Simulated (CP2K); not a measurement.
Runs of CP2K 2026.2 on MgS. The structure is hexagonal, space group P6_3mc (No. 186). Conventional cell: a = 4.035 Å, b = 4.035 Å, c = 6.432 Å, α = 90.00°, β = 90.00°, γ = 120.00°. S (site symmetry 3m) is surrounded by 4 Mg at 2.45 to 2.47 Å. Mg (site symmetry 3m) has 4 S at 2.45 to 2.47 Å as nearest neighbours. The cell comes from a database or a generator and needn't be the stable form of this composition.

```tsv
level	potentials or basis	smearing	EPS_DEFAULT	NGRIDS	points a segment of the path (NPOINTS)	bands added on the path	pressure (GPa)
PBEsol	POTENTIAL_UZH S GTH-PBE-q6, Mg GTH-PBE-q10; TZVP-MOLOPT-PBE-GTH basis	fermi-dirac 0.1 eV	1.0E-9	5	10	2	1.4
r2SCAN	POTENTIAL_UZH S GTH-SCAN-q6, Mg GTH-SCAN-q10; TZVP-MOLOPT-SCAN-GTH basis	fermi-dirac 0.1 eV	1.0E-9	4	6	4	1.2
LDA	GTH_POTENTIALS S GTH-PADE-q6, Mg GTH-PADE-q10; TZVP-MOLOPT-PBE-GTH basis	fermi-dirac 0.05 eV	1.0E-9	5	6	2	-0.6
PBE	POTENTIAL_UZH S GTH-PBE-q6, Mg GTH-PBE-q10; TZVP-MOLOPT-PBE-GTH basis	fermi-dirac 0.01 eV	1.0E-10	5	8	4	(a)
```

Alike in all rows: task band structure; no spin polarisation; cell as given; k mesh 8 × 8 × 4.

Fill in the values left out.

(a) 2.4.

Caveats: the basis of atomic orbitals isn't converged, which shifts pressures, moduli and gaps; the potentials were made for another functional, which shifts forces and pressure (some runs).
